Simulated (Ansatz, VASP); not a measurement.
## Re: VASP beside Ansatz

```
Re
1.0
     1.41024   -4.05897    0.00000
     1.41024    4.05897    0.00000
     0.00000    0.00000    2.78926
Re
2
Direct
  0.86099 0.13901 0.25000
  0.13901 0.86099 0.75000
```

Alike in both runs: functional PBE; k mesh 6 × 6 × 6; occupations gaussian, width 0.1 eV; no spin polarisation.

Ansatz relaxed the structure, and its values are those at the end. VASP's run is a single point on that final structure, the one shown.

```csv
,VASP,Ansatz
version,VASP 6.6.1,Ansatz 0.2.0
potentials or method,"VASP PAW PBE potentials, release 64 (Re)","scalar-relativistic, plane waves, PAW"
plane-wave cutoff (eV),520,420
valence electrons in the cell,14,30
```

```csv
,VASP,Ansatz,Ansatz less VASP
gap on the k mesh at the Fermi level (eV),none,none,-
pressure (GPa),-0.6,0.0,+0.63
rms of the force components (eV/Å),0.005,0.003,-0.0026
```

A gap of «none» marks a metal or a gap that the smearing closes. The two sets of potentials don't hold the same shells in valence.

Caveats: the k mesh is coarse (spacing up to 0.39 Å⁻¹), so the values aren't converged. Spin-orbit coupling is left out, which matters for the levels of Re.
